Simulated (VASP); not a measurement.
# H (I4/mmm) in VASP: a series of runs

One crystal, H, is run at these levels: r2SCAN; tasks: single point.

All numbers are computed with VASP 6.6.1; they aren't measurements. Logs are shortened: lines on timing, memory, paths and dates and some standing lists are left out, and cuts for length are marked.

**1. The cell of the first run**

The structure is tetragonal, space group I4/mmm (No. 139). Conventional cell: a = 3.298 Å, b = 3.298 Å, c = 4.117 Å, α = 90.00°, β = 90.00°, γ = 90.00°. H (site symmetry 4mm) is surrounded by 1 H at 0.74 Å.

**2. Single point, r2SCAN (strain -0.0250 x Voigt [1, 1, 0, 0, 0, 0], atoms carried along)**

POSCAR reads:

```
H
1.0
   -1.6492461082      1.6492461082      2.0584739900
    1.6492461082     -1.6492461082      2.0584739900
    1.6492461082      1.6492461082     -2.0584739900
H
2
Direct
    0.9098622900      0.9098622900      0.0000000000
    0.0901377100      0.0901377100      0.0000000000
```

INCAR.step1 reads:

```
SYSTEM = H
  ALGO = Normal
  EDIFF = 1E-4
  ENCUT = 520
  GGA = PE
  ISMEAR = 0
  LASPH = .TRUE.
  LCHARG = .FALSE.
  LREAL = .FALSE.
  LWAVE = .TRUE.
  NBANDS = 8
  NELM = 100
  PREC = Accurate
  SIGMA = 0.05
```

INCAR.step2 reads:

```
SYSTEM = H
  ALGO = Normal
  EDIFF = 1E-7
  ENCUT = 520
  ISIF = 2
  ISMEAR = 0
  ISTART = 1
  LASPH = .TRUE.
  LCHARG = .TRUE.
  LELF = .TRUE.
  LMIXTAU = .TRUE.
  LREAL = .FALSE.
  LVHAR = .TRUE.
  LWAVE = .FALSE.
  METAGGA = R2SCAN
  NBANDS = 8
  NELM = 100
  PREC = Accurate
  SIGMA = 0.05
```

KPOINTS reads:

```
k-points
0
G
  10 10 10
  0 0 0
```

Potentials or basis: VASP PAW PBE potentials, release 64 (H).

Run with:

```sh
cat potpaw_PBE.64/H/POTCAR > POTCAR
cp INCAR.step1 INCAR
mpirun -np 1 vasp_std > vasp.out
cp INCAR.step2 INCAR
mpirun -np 1 vasp_std > vasp.out
```

OUTCAR:

```text
SYSTEM = H
   EDIFF = 1E-7
   ENCUT = 520
   ISIF = 2
   ISMEAR = 0
   ISTART = 1
   LASPH = .TRUE.
   LREAL = .FALSE.
   METAGGA = R2SCAN
   NELM = 100
   PREC = Accurate

 ion  position               nearest neighbor table
   1  0.910  0.910  0.000-   2 0.74
   2  0.090  0.090  0.000-   1 0.74

  LATTYP: Found a body centered tetragonal cell.
 ALAT       =     3.2984922164
 C/A-ratio  =     1.2481302698

  Lattice vectors:

 A1 = (  -1.6492461082,   1.6492461082,   2.0584739900)
 A2 = (   1.6492461082,  -1.6492461082,   2.0584739900)
 A3 = (   1.6492461082,   1.6492461082,  -2.0584739900)

Analysis of symmetry for initial positions (statically):
=====================================================================
 Subroutine PRICEL returns:
 Original cell was already a primitive cell.

 Routine SETGRP: Setting up the symmetry group for a
 body centered tetragonal supercell.

 Subroutine GETGRP returns: Found 16 space group operations
 (whereof 16 operations were pure point group operations)
 out of a pool of 16 trial point group operations.

The static configuration has the point symmetry D_4h.

Analysis of symmetry for dynamics (positions and initial velocities):
=====================================================================
 Subroutine PRICEL returns:
 Original cell was already a primitive cell.

 Routine SETGRP: Setting up the symmetry group for a
 body centered tetragonal supercell.

 Subroutine GETGRP returns: Found 16 space group operations
 (whereof 16 operations were pure point group operations)
 out of a pool of 16 trial point group operations.

The dynamic configuration has the point symmetry D_4h.

 Subroutine INISYM returns: Found 16 space group operations
 (whereof 16 operations are pure point group operations),
 and found     1 'primitive' translations

----------------------------------------------------------------------------------------

                                     Primitive cell

  volume of cell :      22.3963

  direct lattice vectors                    reciprocal lattice vectors
    -1.649246108  1.649246108  2.058473990     0.000000000  0.303168822  0.242898381
     1.649246108 -1.649246108  2.058473990     0.303168822  0.000000000  0.242898381
     1.649246108  1.649246108 -2.058473990     0.303168822  0.303168822  0.000000000

  length of vectors
     3.110842429  3.110842429  3.110842429     0.388472597  0.388472597  0.428745460

[... 85 lines left out ...]
   NFREE  =      0    steps in history (QN), initial steepest desc. (CG)
   ISIF   =      2    stress and relaxation
   ISYM   =      2    0-nonsym 1-usesym 2-fastsym
   POTIM  = 0.5000    time-step for ionic-motion
   TEBEG  =    0.0;   TEEND  =   0.0 temperature during run
   PSTRESS=    0.0 pullay stress
   NELECT =       2.0000    total number of electrons
   NUPDOWN=      -1.0000    fix difference up-down
   EMIN   =  10.00;   EMAX   =-10.00  energy-range for DOS
   EFERMI =   0.00;   METHOD = LEGACY
   ISMEAR =     0;   SIGMA  =   0.05  broadening in eV -4-tet -1-fermi 0-gaus
   EFERMI_NEDOS =   21; number of points for ismear=-14 and -15
   IALGO  =     38    algorithm
   IMIX   =      4    mixing-type and parameters
     AMIX     =   0.40;   BMIX     =  1.00
     AMIX_MAG =   1.60;   BMIX_MAG =  1.00
  volume/ion in A,a.u.               =      11.20        75.57
  Fermi-wavevector in a.u.,A,eV,Ry     =   0.731744  1.382796  7.285237  0.535450
  Thomas-Fermi vector in A             =   1.824037
   LORBIT       =      0    0 simple, 1 ext, 2 COOP (PROOUT), +10 PAW based schemes
   METAGGA = R2SCAN    functional components
   LHFCALC =     F    Hartree Fock is set to
   AEXX    =    0.0000 exact exchange contribution
   IVDW    =     0    specifies the selected vdW correction
   LEPSILON=     F    determine dielectric tensor
   LRPA    =     F    only Hartree local field effects (RPA)
 non-spin polarized calculation
 Gauss-broadening in eV      SIGMA  =   0.05
  energy-cutoff  :      520.00
  volume of cell :       22.40
 maximum number of plane-waves:       616
   NGX = 11   NGY = 11   NGZ = 11

 number of electron       2.0000000 magnetization

 Free energy of the ion-electron system (eV)
  ---------------------------------------------------
  ext. energy  EPLUGINS =         0.00000000
  ---------------------------------------------------
  free energy    TOTEN  =        -6.90033660 eV

  energy without entropy =       -6.90033660  energy(sigma->0) =       -6.90033660

 E-fermi :  -8.2643     XC(G=0):  -5.5455

 val. band max:       -8.5155924358   @ k =   0.5000   0.5000   0.5000
 cond. band min:       1.0749069689   @ k =   0.5000   0.0000   0.0000
 fundamental gap:      9.5904994047
 Fermi energy:        -8.2643459283

 k-point     1 :       0.0000    0.0000    0.0000
  band No.  band energies     occupation
      1     -11.0939      2.00000
      2       6.5034      0.00000
      3       9.6877      0.00000
      4      16.4962      0.00000
      5      16.4962      0.00000
      6      19.2835      0.00000
      7      19.2836      0.00000
      8      20.5563      0.00000
[... 243 lines left out ...]
 k-point    24 :       0.4000    0.3000    0.0000
  band No.  band energies     occupation
      1      -9.0699      2.00000
      2       2.7117      0.00000
      3       4.9352      0.00000
      4      10.1530      0.00000
      5      12.0499      0.00000
      6      19.9040      0.00000
      7      21.2293      0.00000
      8      23.7579      0.00000

 [... further k-points ...]

------------------------ aborting loop because EDIFF is reached ----------------------------------------

  FORCE on cell =-STRESS in cart. coord.  units (eV):
  Direction    XX          YY          ZZ          XY          YZ          ZX
  --------------------------------------------------------------------------------------
  -------------------------------------------------------------------------------------
  Total        0.0092815      0.0092815      0.0091799      0.0000000     -0.0000000      0.0000000
  in kB        0.6639752      0.6639752      0.6567068      0.0000000     -0.0000000      0.0000000
  external PRESSURE =       0.6615524 kB  Pullay stress =       0.0000000 kB

 VOLUME and BASIS-vectors are now :
 -----------------------------------------------------------------------------
  energy-cutoff  :      520.00
  volume of cell :       22.40
      direct lattice vectors                 reciprocal lattice vectors
    -1.649246108  1.649246108  2.058473990     0.000000000  0.303168822  0.242898381
     1.649246108 -1.649246108  2.058473990     0.303168822  0.000000000  0.242898381
     1.649246108  1.649246108 -2.058473990     0.303168822  0.303168822  0.000000000

 POSITION                                       TOTAL-FORCE (eV/Angst)
 -----------------------------------------------------------------------------------
      0.00000      0.00000      3.74586         0.000000      0.000000      0.004525
      0.00000      0.00000      0.37109        -0.000000     -0.000000     -0.004525
 -----------------------------------------------------------------------------------
    total drift:                               -0.000000      0.000000     -0.000000

  FREE ENERGIE OF THE ION-ELECTRON SYSTEM (eV)
  ---------------------------------------------------
  free  energy   TOTEN  =        -6.9003365966 eV

  energy  without entropy=       -6.9003365966  energy(sigma->0) =       -6.90033660
```

OUTCAR.step1:

```text
SYSTEM = H
   EDIFF = 1E-4
   ENCUT = 520
   GGA = PE
   ISMEAR = 0
   LASPH = .TRUE.
[... 486 lines left out ...]
 -----------------------------------------------------------------------------------
      0.00000      0.00000      3.74586         0.000000      0.000000     -0.256378
      0.00000      0.00000      0.37109        -0.000000     -0.000000      0.256378
 -----------------------------------------------------------------------------------
    total drift:                               -0.000000      0.000000      0.000000

  FREE ENERGIE OF THE ION-ELECTRON SYSTEM (eV)
  ---------------------------------------------------
  free  energy   TOTEN  =        -6.7780503938 eV

  energy  without entropy=       -6.7780503938  energy(sigma->0) =       -6.77805039
```

Run time: 20 s. Hardware: 1 thread of Intel Xeon 6975P-C (Granite Rapids), shared host; peak memory 0.14 GiB.

What came out:

```yaml
Free_energy: -6.9003 eV
Pressure: 0.1 GPa
Largest_force: 0.005 eV/Å
Band_gap_on_the_k_mesh: 9.59 eV, indirect (least direct gap 10.46 eV)
```

Forces in eV/Å, atoms in the order of the input:
```
H    0.000  0.000  0.005
H    0.000  0.000 -0.005
```

Caveat: the PAW data sets were made with another functional, which shifts forces and pressure a little. A k mesh can miss the band edges.

**3. Single point, r2SCAN (strain -0.0500 x Voigt [1, 1, 0, 0, 0, 0], atoms carried along)**

POSCAR reads:

```
H
1.0
   -1.6069577465      1.6069577465      2.0584739900
    1.6069577465     -1.6069577465      2.0584739900
    1.6069577465      1.6069577465     -2.0584739900
H
2
Direct
    0.9098622900      0.9098622900      0.0000000000
    0.0901377100      0.0901377100      0.0000000000
```

INCAR.step1 reads:

```
SYSTEM = H
  PREC = Accurate
  ENCUT = 520
  ISMEAR = 0
  SIGMA = 0.05
  LREAL = .FALSE.
  LASPH = .TRUE.
  NELM = 100
  NBANDS = 8
  GGA = PE
  ALGO = Normal
  EDIFF = 1E-4
  LWAVE = .TRUE.
  LCHARG = .FALSE.
```

INCAR.step2 reads:

```
SYSTEM = H
  PREC = Accurate
  ENCUT = 520
  EDIFF = 1E-6
  ISMEAR = 0
  SIGMA = 0.05
  LREAL = .FALSE.
  LASPH = .TRUE.
  NELM = 100
  ALGO = Normal
  ISIF = 2
  LWAVE = .FALSE.
  LCHARG = .FALSE.
  METAGGA = R2SCAN
  LMIXTAU = .TRUE.
  NBANDS = 8
  ISTART = 1
```

KPOINTS reads:

```
Automatic mesh
0
G
  10 10 10
  0 0 0
```

Potentials or basis: VASP PAW PBE potentials, release 64 (H).

Run with:

```sh
cat potpaw_PBE.64/H/POTCAR > POTCAR
cp INCAR.step1 INCAR
mpirun -np 1 vasp_std > vasp.out
cp INCAR.step2 INCAR
mpirun -np 1 vasp_std > vasp.out
```

OUTCAR:

```text
SYSTEM = H
   PREC = Accurate
   ENCUT = 520
   EDIFF = 1E-6
   ISMEAR = 0
   LREAL = .FALSE.
   LASPH = .TRUE.
   NELM = 100
   ISIF = 2
   METAGGA = R2SCAN
   ISTART = 1

 ion  position               nearest neighbor table
   1  0.910  0.910  0.000-   2 0.74
   2  0.090  0.090  0.000-   1 0.74

  LATTYP: Found a body centered tetragonal cell.
 ALAT       =     3.2139154930
 C/A-ratio  =     1.2809758032

  Lattice vectors:

 A1 = (  -1.6069577465,   1.6069577465,   2.0584739900)
 A2 = (   1.6069577465,  -1.6069577465,   2.0584739900)
 A3 = (   1.6069577465,   1.6069577465,  -2.0584739900)

Analysis of symmetry for initial positions (statically):
=====================================================================
 Subroutine PRICEL returns:
 Original cell was already a primitive cell.

[... 167 lines left out ...]

  energy without entropy =       -6.89801780  energy(sigma->0) =       -6.89801780

 E-fermi :  -8.0737     XC(G=0):  -5.7228

 val. band max:       -8.3900435485   @ k =   0.5000   0.5000   0.5000
 cond. band min:       1.1288438350   @ k =   0.5000   0.0000  -0.0000
 fundamental gap:      9.5188873835
 Fermi energy:        -8.0736548336

 k-point     1 :       0.0000    0.0000    0.0000
  band No.  band energies     occupation
      1     -11.1685      2.00000
      2       6.9925      0.00000
      3      10.1307      0.00000
      4      17.1110      0.00000
      5      17.1110      0.00000
      6      19.8720      0.00000
      7      19.8720      0.00000
      8      21.1657      0.00000
[... 243 lines left out ...]
 k-point    24 :       0.4000    0.3000    0.0000
  band No.  band energies     occupation
      1      -8.9477      2.00000
      2       2.8251      0.00000
      3       5.1975      0.00000
      4      10.4817      0.00000
      5      12.3281      0.00000
      6      20.9138      0.00000
      7      21.6669      0.00000
      8      24.3926      0.00000

 [... further k-points ...]

------------------------ aborting loop because EDIFF is reached ----------------------------------------

  FORCE on cell =-STRESS in cart. coord.  units (eV):
  Direction    XX          YY          ZZ          XY          YZ          ZX
  --------------------------------------------------------------------------------------
  -------------------------------------------------------------------------------------
  Total        0.0217874      0.0217874      0.0189046      0.0000000     -0.0000000      0.0000000
  in kB        1.6417313      1.6417313      1.4245016      0.0000000     -0.0000000      0.0000000
  external PRESSURE =       1.5693214 kB  Pullay stress =       0.0000000 kB

 VOLUME and BASIS-vectors are now :
 -----------------------------------------------------------------------------
  energy-cutoff  :      520.00
  volume of cell :       21.26
      direct lattice vectors                 reciprocal lattice vectors
    -1.606957747  1.606957747  2.058473990     0.000000000  0.311146949  0.242898381
     1.606957747 -1.606957747  2.058473990     0.311146949  0.000000000  0.242898381
     1.606957747  1.606957747 -2.058473990     0.311146949  0.311146949  0.000000000

 POSITION                                       TOTAL-FORCE (eV/Angst)
 -----------------------------------------------------------------------------------
      0.00000      0.00000      3.74586        -0.000000     -0.000000      0.007213
      0.00000      0.00000      0.37109         0.000000      0.000000     -0.007213
 -----------------------------------------------------------------------------------
    total drift:                               -0.000000      0.000000      0.000000

  FREE ENERGIE OF THE ION-ELECTRON SYSTEM (eV)
  ---------------------------------------------------
  free  energy   TOTEN  =        -6.8980178020 eV

  energy  without entropy=       -6.8980178020  energy(sigma->0) =       -6.89801780
```

OSZICAR.step1:

```text
N       E                     dE             d eps       ncg     rms          rms(c)
DAV:   1    -0.706180907078E+01   -0.70618E+01   -0.47865E+02  1664   0.163E+02
DAV:   2    -0.732247313405E+01   -0.26066E+00   -0.26066E+00  2224   0.920E+00
DAV:   3    -0.732275182856E+01   -0.27869E-03   -0.27869E-03  1808   0.290E-01
DAV:   4    -0.732275210076E+01   -0.27220E-06   -0.27223E-06  2568   0.984E-03
DAV:   5    -0.732275210079E+01   -0.27228E-10   -0.41010E-10  1776   0.881E-05    0.445E+00
DAV:   6    -0.694690212817E+01    0.37585E+00   -0.19618E-01  1704   0.133E+00    0.244E+00
DAV:   7    -0.677066566893E+01    0.17624E+00   -0.42760E-01  1776   0.209E+00    0.268E-01
DAV:   8    -0.677482740566E+01   -0.41617E-02   -0.82575E-03  1768   0.340E-01    0.166E-01
DAV:   9    -0.677401194954E+01    0.81546E-03   -0.20072E-03  2056   0.159E-01    0.124E-02
DAV:  10    -0.677402270407E+01   -0.10755E-04   -0.27959E-05  1240   0.324E-02
   1 F= -.67740227E+01 E0= -.67740227E+01  d E =-.105218E-14
```

Run time: 16 s. Hardware: 1 thread of Intel Xeon 6975P-C (Granite Rapids), shared host; peak memory 0.14 GiB.

What came out:

```
Free energy            : -6.8980 eV
Pressure               : 0.2 GPa
Largest force          : 0.007 eV/Å
Band gap on the k mesh : 9.52 eV, indirect (least direct gap 10.41 eV)
```

Forces on the atoms (eV/Å):
```
H    0.000  0.000  0.007
H    0.000  0.000 -0.007
```

Caveat: the PAW data sets were made with another functional, which shifts forces and pressure a little.

**4. Single point, r2SCAN (strain +0.0250 x Voigt [1, 1, 0, 0, 0, 0], atoms carried along)**

POSCAR reads:

```
H
1.0
   -1.7338228317      1.7338228317      2.0584739900
    1.7338228317     -1.7338228317      2.0584739900
    1.7338228317      1.7338228317     -2.0584739900
H
2
Direct
    0.9098622900      0.9098622900      0.0000000000
    0.0901377100      0.0901377100      0.0000000000
```

INCAR.step1 reads:

```
PREC = Accurate
ENCUT = 520
ISMEAR = 0
SIGMA = 0.05
LREAL = False
LASPH = True
NELM = 100
NBANDS = 8
GGA = PE
ALGO = Normal
EDIFF = 1E-4
LWAVE = True
LCHARG = False
```

INCAR.step2 reads:

```
PREC = Accurate
ENCUT = 520
EDIFF = 1E-6
ISMEAR = 0
SIGMA = 0.05
LREAL = False
LASPH = True
NELM = 100
ALGO = Normal
ISIF = 2
LWAVE = False
LCHARG = False
METAGGA = R2SCAN
LMIXTAU = True
NBANDS = 8
ISTART = 1
```

KPOINTS reads:

```
Automatic mesh
0
Gamma
  10 10 10
```

Run with:

```sh
cat potpaw_PBE.64/H/POTCAR > POTCAR
cp INCAR.step1 INCAR
mpirun -np 1 vasp_std > vasp.out
cp INCAR.step2 INCAR
mpirun -np 1 vasp_std > vasp.out
```

It took 18 s on 1 thread of Intel Xeon 6975P-C (Granite Rapids), shared host; peak memory 0.14 GiB.

It converged, with:

```
Free energy            : -6.9032 eV
Pressure               : -0.1 GPa
Largest force          : 0.003 eV/Å
Band gap on the k mesh : 9.75 eV, indirect (least direct gap 10.51 eV)
```

Forces on the atoms (eV/Å):
```
H    0.000  0.000  0.003
H    0.000  0.000 -0.003
```

Levels at points of the mesh, in eV from the valence-band top:
```csv
k point,band 1,band 2,band 3,band 4,band 5,band 6
"(0.00, 0.00, 0.00)",-2.21,14.41,17.66,24.14,24.14,27.00
"(0.50, 0.00, 0.00)",-0.76,9.75,17.87,19.44,20.91,24.17
"(0.50, 0.50, 0.00)",-0.60,11.49,14.83,17.18,19.95,21.25
"(0.50, 0.50, 0.50)",0.00,11.14,16.50,16.81,16.81,19.23
```

Caveat: the PAW data sets were made with another functional, which shifts forces and pressure a little. A k mesh can miss the band edges.

**5. The runs side by side**

```csv
cell,gap on the mesh (eV),pressure (GPa)
"strain -0.0250 x Voigt [1, 1, 0, 0, 0, 0], atoms carried along",9.59,0.1
"strain -0.0500 x Voigt [1, 1, 0, 0, 0, 0], atoms carried along",9.52,0.2
"strain +0.0250 x Voigt [1, 1, 0, 0, 0, 0], atoms carried along",9.75,-0.1
```

Alike in all rows: task single point; level r2SCAN; potentials or basis VASP PAW PBE potentials, release 64 (H); no spin polarisation; k mesh 10 × 10 × 10; cutoff (eV) 520; smearing gaussian 0.05 eV.

Caveats: the PAW data sets were made with another functional, which shifts forces and pressure a little.

Total energies depend on the potentials used, so only differences within one code and one set of settings carry meaning.
